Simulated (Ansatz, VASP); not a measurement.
# One calculation of KI, two programs

```xyz
4
Lattice="2.5127 -4.2552 0.0000 2.5127 4.2552 0.0000 0.0000 0.0000 8.6766" Properties=species:S:1:pos:R:3 pbc="T T T"
K     2.5127    0.0000    4.3383
K     2.5127    0.0000    0.0000
I     2.5127   -2.8955    2.1691
I     2.5127    2.8955    6.5074
```

The cell comes from a database or a generator and needn't be the stable form of this composition.

Alike in both runs: task single point; functional PBEsol; k mesh 4 × 4 × 2; occupations gaussian, width 0.1 eV; no spin polarisation.

|  | VASP | Ansatz |
| --- | --- | --- |
| version | VASP 6.6.1 | Ansatz 0.2.0 |
| potentials or method | VASP PAW PBE potentials, release 64 (K_sv, I) | scalar-relativistic, plane waves, PAW |
| plane-wave cutoff (eV) | 520 | 420 |
| valence electrons in the cell | 32 | 52 |

|  | VASP | Ansatz | Ansatz less VASP |
| --- | --- | --- | --- |
| gap on the k mesh at the Fermi level (eV) | 3.61 | 3.61 | +0.004 |
| least direct gap on the mesh (eV) | 3.61 | 3.61 | +0.004 |
| pressure (GPa) | -0.7 | -0.7 | -0.02 |
| rms of the force components (eV/Å) | 0.012 | 0.012 | -0.0002 |

Atom by atom the forces differ by 0.000 eV/Å (rms over components). The two sets of potentials don't hold the same shells in valence.

Caveats: the PAW data sets were made with another functional, which shifts forces and pressure a little (VASP); spin-orbit coupling is left out, which moves the levels of the heavy elements. As with any semilocal functional, this PBEsol gap is likely too small.
